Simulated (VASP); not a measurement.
## GaP: relaxation of cell and atoms with SCAN+MBD

The system is GaP.

```xyz
8
Lattice="5.4505 0.0000 0.0000 0.0000 5.4505 0.0000 0.0000 0.0000 5.4505" Properties=species:S:1:pos:R:3 pbc="T T T"
Ga    0.0000    0.0000    0.0000
Ga    0.0000    2.7252    2.7252
Ga    2.7252    0.0000    2.7252
Ga    2.7252    2.7252    0.0000
P     1.3626    1.3626    1.3626
P     1.3626    4.0879    4.0879
P     4.0879    4.0879    1.3626
P     4.0879    1.3626    4.0879
```

* Program: VASP 6.6.1
* Task: relaxation of cell and atoms
* Functional: SCAN
* Dispersion: MBD
* Potentials or basis: VASP PAW PBE potentials, release 64 (Ga_d, P)
* Cutoff: 600 eV
* k mesh: 5 × 5 × 5
* Occupations: tetrahedron
* Spin: no spin polarisation
* Further INCAR settings: ALGO = Normal; EDIFF = 1e-06; IBRION = 2; EDIFFG = -0.01; NSW = 60; ISIF = 3

| Item | Value |
| --- | --- |
| Relaxed volume | 20.05 Å³/atom |
| Relaxed cell | a = 5.433 Å, b = 5.433 Å, c = 5.433 Å, α = 90.00°, β = 90.00°, γ = 90.00° |
| Space group after relaxing (to 0.05 Å) | F-43m (No. 216) |
| Energy gained by relaxing | 0.9 meV/atom |
| Ionic steps | 4 |
| Pressure after relaxing | 0.0 GPa |
| Band gap on the k mesh | 1.82 eV |
| Hirshfeld charges | Ga +0.15; P -0.15 e |
| Dispersion energy per atom | -0.124 eV |

The path:
| step | energy change (eV) | largest force (eV/Å) | pressure (GPa) | volume (Å³) |
| --- | --- | --- | --- | --- |
| 1 | 0.0000 | 0.0000 | -0.98 | 161.92 |
| 2 | -0.0056 | 0.0000 | 0.80 | 159.04 |
| 3 | -0.0073 | 0.0000 | 0.31 | 159.89 |
| 4 | -0.0071 | 0.0000 | 0.01 | 160.37 |

Final structure:
```
CELL_PARAMETERS angstrom
5.43305 0.00000 0.00000
0.00000 5.43305 0.00000
0.00000 0.00000 5.43305
ATOMIC_POSITIONS crystal
Ga 0.00000 0.00000 0.00000
Ga 0.00000 0.50000 0.50000
Ga 0.50000 0.00000 0.50000
Ga 0.50000 0.50000 0.00000
P 0.25000 0.25000 0.25000
P 0.25000 0.75000 0.75000
P 0.75000 0.75000 0.25000
P 0.75000 0.25000 0.75000
```

Levels at points of the mesh, in eV from the valence-band top:
```
           k point  band 33  band 34  band 35  band 36  band 37  band 38  band 39  band 40
(0.00, 0.00, 0.00)    -2.84     0.00     0.00     0.00     1.87     1.87     1.87     2.07
```

Run time: 20 min on 1 thread of Intel(R) Xeon(R) 6975P-C (Granite Rapids), with other jobs on the host, peak memory 0.39 GiB.

Caveat: the PAW data sets were made with another functional, which shifts forces and pressure a little; an odd mesh through Γ misses points on the zone boundary, where band edges often lie.
